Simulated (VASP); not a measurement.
The system is SnO2 (Cassiterite).

```
CELL_PARAMETERS angstrom
4.73800 0.00000 0.00000
0.00000 4.73800 0.00000
0.00000 0.00000 3.18650
ATOMIC_POSITIONS crystal
Sn 0.00000 0.00000 0.00000
Sn 0.50000 0.50000 0.50000
O 0.30710 0.30710 0.00000
O 0.19290 0.80710 0.50000
O 0.69290 0.69290 0.00000
O 0.80710 0.19290 0.50000
```

```yaml
Program: VASP 6.6.1
Task: relaxation of cell and atoms
Functional: PBEsol
Potentials_or_basis: VASP PAW PBE potentials, release 64 (Sn_d, O)
Cutoff: 600 eV
k_mesh: 7 × 7 × 9
Occupations: fermi-dirac, width 0.05 eV
Spin: no spin polarisation
```

At the start: pressure 5.2 GPa; volume 11.92 Å³/atom.

**Question.** How do energy, volume and symmetry change on relaxing?

**Answer.** Over 3 steps the energy falls by 5.0 meV/atom and the volume is 12.21 Å³/atom (+2.4 %); space group P4_2/mnm (No. 136, to 0.05 Å).

The path:
```csv
step,energy change (eV),largest force (eV/Å),pressure (GPa),volume (Å³)
1,0.0000,0.2277,5.24,71.53
2,0.0238,0.2178,-6.25,75.64
3,-0.0302,0.0172,-0.05,73.24
```

Final structure:
```
CELL_PARAMETERS angstrom
4.77006 0.00000 0.00000
0.00000 4.77006 0.00000
0.00000 0.00000 3.21893
ATOMIC_POSITIONS crystal
Sn 0.00000 0.00000 0.00000
Sn 0.50000 0.50000 0.50000
O 0.30640 0.30640 0.00000
O 0.19360 0.80640 0.50000
O 0.69360 0.69360 0.00000
O 0.80640 0.19360 0.50000
```

Caveat: the PAW data sets were made with another functional, which shifts forces and pressure a little.
